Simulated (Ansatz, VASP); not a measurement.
One calculation of CuO, two programs

The input INCAR:

```
SYSTEM = CuO
PREC = Accurate ; ENCUT = 520
EDIFF = 1E-7 ; ISMEAR = -1
SIGMA = 0.05 ; LREAL = .False.
LASPH = .True. ; NELM = 80
ALGO = Normal ; ISIF = 2
LWAVE = .False. ; LCHARG = .False.
GGA = PE ; NBANDS = 16
```

File KPOINTS:

```
Automatic mesh
0
Gamma
  10 10 10
  0 0 0
```

Contents of POSCAR:

```
CuO
1.0
    0.0000000000      2.2957995131      2.2957995131
    2.2957995131      0.0000000000      2.2957995131
    2.2957995131      2.2957995131      0.0000000000
Cu O
1 1
Direct
    0.0000000000      0.0000000000      0.0000000000
    0.2500000000      0.2500000000      0.2500000000
```

File input.yaml:

```yaml
crystal:
  lattice:
    - [0.0, 2.2957995131, 2.2957995131]
    - [2.2957995131, 0.0, 2.2957995131]
    - [2.2957995131, 2.2957995131, 0.0]
  atoms:
    - { symbol: Cu, position: [0.0, 0.0, 0.0] }
    - { symbol: O, position: [0.25, 0.25, 0.25] }
hamiltonian:
  xc: pbe
  pseudopotentials: { kind: paw }
kpoints:
  mp_grid: { grid: [10, 10, 10] }
scf:
  occupations: { method: fermi_dirac, width: 0.05 }
output:
  forces: true
  stress: true
  eigenvalues: true
```

Change from the starting cell: volume scaled by 0.96.

Alike in both runs: task single point; functional PBE; k mesh 10 × 10 × 10; occupations fermi-dirac, width 0.05 eV; no spin polarisation.

```csv
,VASP,Ansatz
version,VASP 6.6.1,Ansatz 0.2.0
potentials or method,"VASP PAW PBE potentials, release 64 (Cu, O)",Ansatz PAW
plane-wave cutoff (eV),520,420
valence electrons in the cell,17,25
```

VASP gave:

| Property | Result |
| --- | --- |
| gap on the k mesh at the Fermi level (eV) | none |
| pressure (GPa) | -4.9 |

Q: Which values does Ansatz return?

A: gap on the k mesh at the Fermi level (eV): none; pressure (GPa): -5.5.

A gap of «none» marks a metal or a gap that the smearing closes. The functional is the same, so the differences come from potentials, cutoffs and numerics. The two sets of potentials don't hold the same shells in valence.

Caveats: an odd number of electrons without spin polarisation forces a metal; a magnetic or distorted state may lie lower; the run has no spin polarisation, though such a crystal can be magnetic; semilocal functionals often make such compounds metallic where correlation or magnetic order opens a gap, which also shifts bond lengths; the pressure holds a Pulay correction of +0.6 GPa for the finite cutoff (Ansatz).
